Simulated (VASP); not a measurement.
Wanted: the native input for a VASP 6.6.1 run.

- Task: relaxation of cell and atoms
- Functional: revPBE
- Potentials or basis: VASP PAW PBE potentials, release 64 (Hf_pv, B)
- Cutoff: 600 eV
- k mesh: 10 × 10 × 10
- Occupations: fermi-dirac, width 0.05 eV
- Spin: no spin polarisation
- Further INCAR settings: ALGO = Normal; EDIFF = 1e-07; IBRION = 2; EDIFFG = -0.005; NSW = 40; ISIF = 3

The structure of HfB lies in POSCAR:

```
HfB
1.0
    0.0000000000      2.3100000000      2.3100000000
    2.3100000000      0.0000000000      2.3100000000
    2.3100000000      2.3100000000      0.0000000000
Hf B
1 1
Direct
    0.5000000000      0.5000000000      0.5000000000
    0.0000000000      0.0000000000      0.0000000000
```

One way to write it, as run:

INCAR

```
ALGO = Normal ; EDIFF = 1E-7
EDIFFG = -0.005 ; ENCUT = 600
GGA = RE ; IBRION = 2
ISIF = 3 ; ISMEAR = -1
LASPH = T ; LCHARG = F
LREAL = F ; LWAVE = F
NELM = 80 ; NSW = 40
PREC = Accurate ; SIGMA = 0.05
```

KPOINTS

```
k-points
0
Gamma
  10 10 10
```

Potentials or basis: VASP PAW PBE potentials, release 64 (Hf_pv, B).

Command:

```bash
$ cat potpaw_PBE.64/Hf_pv/POTCAR potpaw_PBE.64/B/POTCAR > POTCAR
$ mpirun -np 1 vasp_std > vasp.out
```

Results of the run:

```json
{
 "Relaxed volume": "14.33 Å³/atom",
 "Relaxed cell": "a = 3.435 Å, b = 3.435 Å, c = 3.435 Å, α = 60.00°, β = 60.00°, γ = 60.00°",
 "Space group after relaxing (to 0.05 Å)": "Fm-3m (No. 225)",
 "Energy gained by relaxing": "184.6 meV/atom",
 "Ionic steps": "19",
 "Pressure after relaxing": "0.0 GPa",
 "Band gap on the k mesh": "none (metal or under the smearing width)"
}
```

Caveat: the volume moved by over 15 % at a fixed basis, so the end points are rough; the PAW data sets were made with another functional, which shifts forces and pressure a little.

Wall time 99 s on 1 thread of Intel(R) Xeon(R) Platinum 8488C (Sapphire Rapids), on a shared host, peak memory 0.17 GiB.
